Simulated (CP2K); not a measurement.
## WS2 (Tungstenite): relaxation of cell and atoms with LDA

Crystal: WS2 (Tungstenite).

```xyz
6
Lattice="3.1800 0.0000 0.0000 -1.5900 2.7540 0.0000 0.0000 0.0000 12.5000" Properties=species:S:1:pos:R:3 pbc="T T T"
W     1.5900    0.9180    9.3750
W     0.0000    1.8360    3.1250
S     1.5900    0.9180    4.6875
S     0.0000    1.8360   10.9375
S     1.5900    0.9180    1.5625
S     0.0000    1.8360    7.8125
```

```yaml
Program: CP2K 2026.2
Task: relaxation of cell and atoms
Functional: LDA
Potentials_or_basis: GTH_POTENTIALS W GTH-PADE-q14, S GTH-PADE-q6; TZVP-MOLOPT-PBE-GTH basis
Density_cutoff: 6123 eV
k_mesh: 7 × 7 × 2
Occupations: fermi-dirac, width 0.05 eV
Spin: no spin polarisation
SCF_solver: diagonalisation with k points
Quickstep_method: GPW
EPS_DEFAULT: 1.0E-10
EPS_SCF: 1.0E-6
MAX_SCF: 100
SCF_GUESS: ATOMIC
Mesh_centred_on_Gamma: yes
CHOLESKY: OFF
EPS_EIGVAL: 1.0E-7
MIXING_METHOD: BROYDEN_MIXING
MIXING_ALPHA: 0.4
NBUFFER: 8
NGRIDS: 4
EXTRAPOLATION: USE_PREV_P
Basis_sets: W TZVP-MOLOPT-PBE-GTH-q14, S TZVP-MOLOPT-PBE-GTH-q6
Potentials: W GTH-PADE-q14 of GTH_POTENTIALS, S GTH-PADE-q6 of GTH_POTENTIALS
ADDED_MOS: "[24]"
Optimiser: BFGS
Most_steps: 40
KEEP_ANGLES: yes
Force_threshold_eV/A: 0.03 eV/Å
PRESSURE_TOLERANCE_bar: 100 bar
Target_pressure_GPa: 0 GPa
REL_CUTOFF_Ry: 60 Ry
MIXING_BETA_1/bohr: 1.5 1/bohr
CUTOFF_of_the_grids: 450 Ry
```

```yaml
Relaxed_volume: 15.20 Å³/atom
Relaxed_cell: a = 2.978 Å, b = 2.979 Å, c = 11.871 Å, α = 90.00°, β = 90.00°, γ = 120.00°
Space_group_after_relaxing_to_0.05_Å: P6_3/mmc (No. 194)
Pressure_after_relaxing: 0.0 GPa
Band_gap_on_the_k_mesh: 0.70 eV, indirect (least direct gap 2.00 eV)
Mulliken_charges: W -3.15; S +1.57 e
```

The path:
| step | energy change (eV) | largest force (eV/Å) | volume (Å³) |
| --- | --- | --- | --- |
| 1 | 0.0000 | 0.9080 | 105.94 |
| 2 | -0.5276 | 1.5531 | 92.61 |
| 3 | -0.7293 | 0.9463 | 97.21 |
| 4 | -0.7731 | 0.6657 | 96.69 |
| 5 | -0.8132 | 0.0432 | 95.95 |
| 6 | -0.8137 | 0.0129 | 95.98 |
| 7 | -0.8154 | 0.0528 | 96.00 |
| 8 | -0.8183 | 0.1331 | 95.94 |
| 9 | -0.8269 | 0.2589 | 95.56 |
| 10 | -0.8441 | 0.3781 | 94.54 |
| 11 | -0.8662 | 0.3778 | 92.85 |
| 12 | -0.8835 | 0.1995 | 91.79 |
| 13 | -0.8916 | 0.0136 | 91.28 |
| 14 | -0.8918 | 0.0105 | 91.16 |
| 15 | -0.8918 | 0.0080 | 91.18 |
| 16 | -0.8918 | 0.0017 | 91.19 |
| 17 | -0.8918 | 0.0017 | 91.19 |

Final structure:
```
W S
1.0
     2.97805    0.00000    0.00000
    -1.48928    2.57951    0.00000
     0.00000    0.00000   11.87058
W S
2 4
Direct
  0.66669 0.33339 0.75000
  0.33331 0.66661 0.25000
  0.66661 0.33327 0.38903
  0.33339 0.66673 0.88903
  0.66661 0.33327 0.11097
  0.33339 0.66673 0.61097
```

Levels at points of the mesh, in eV from the valence-band top:
| k point | band 24 | band 25 | band 26 | band 27 | band 28 | band 29 |
| --- | --- | --- | --- | --- | --- | --- |
| (0.00, 0.00, 0.00) | -1.59 | -1.42 | 0.00 | 2.46 | 2.46 | 2.75 |
| (0.00, 0.00, 0.50) | -1.66 | -0.42 | -0.42 | 2.61 | 2.61 | 2.61 |

Run time: 10 min on 2 threads of Intel(R) Xeon(R) 6975P-C (Granite Rapids), with other jobs on the host, peak memory 0.68 GiB.

Caveat: Mulliken charges move with the basis; the printed path begins after the first move; the volume moved by over 15 % at a fixed basis, so the end points are rough; spin-orbit coupling is left out, which moves the levels of the heavy elements; an odd mesh through Γ misses points on the zone boundary, where band edges often lie; the volume moved by -17 % from the deposited cell, more than functionals usually miss; the basis of atomic orbitals isn't converged, which shifts pressures, moduli and gaps.
